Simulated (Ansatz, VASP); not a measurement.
## Two plane-wave programs on BN

```
B N
1.0
     2.54000    0.00000    0.00000
    -1.27000    2.19970    0.00000
     0.00000    0.00000    6.46604
B N
2 2
Cartesian
  0.0000 1.4665 1.6165
  1.2700 0.7332 4.8495
  0.0000 1.4665 4.8495
  1.2700 0.7332 1.6165
```

Change from the starting cell: z stretched by -2 %, ions relaxed.

Alike in both runs: functional PBE; k mesh 13 × 13 × 5; occupations fermi-dirac, width 0.02 eV; no spin polarisation.

Ansatz relaxed the structure, and its values are those at the end. VASP's run is a single point on that final structure, the one shown.

|  | VASP | Ansatz |
| --- | --- | --- |
| version | VASP 6.6.1 | Ansatz 0.2.0 |
| potentials or method | VASP PAW PBE potentials, release 64 (B, N) | plane-wave PAW, scalar-relativistic |
| plane-wave cutoff (eV) | 520 | 420 |
| valence electrons in the cell | 16 | 16 |

Ansatz gave:

| Property | Result |
| --- | --- |
| gap on the k mesh at the Fermi level (eV) | 4.19 |
| pressure (GPa) | -6.3 |

Task: Which values does VASP return?

Result: gap on the k mesh at the Fermi level (eV): 4.18; pressure (GPa): -6.2.

Ansatz warned: «stress_scf_threshold_loose».

Caveats: an odd mesh through Γ misses points on the zone boundary, where band edges often lie; this functional lacks dispersion, which binds the layers, so the pressure and a relaxed spacing across them are unreliable.
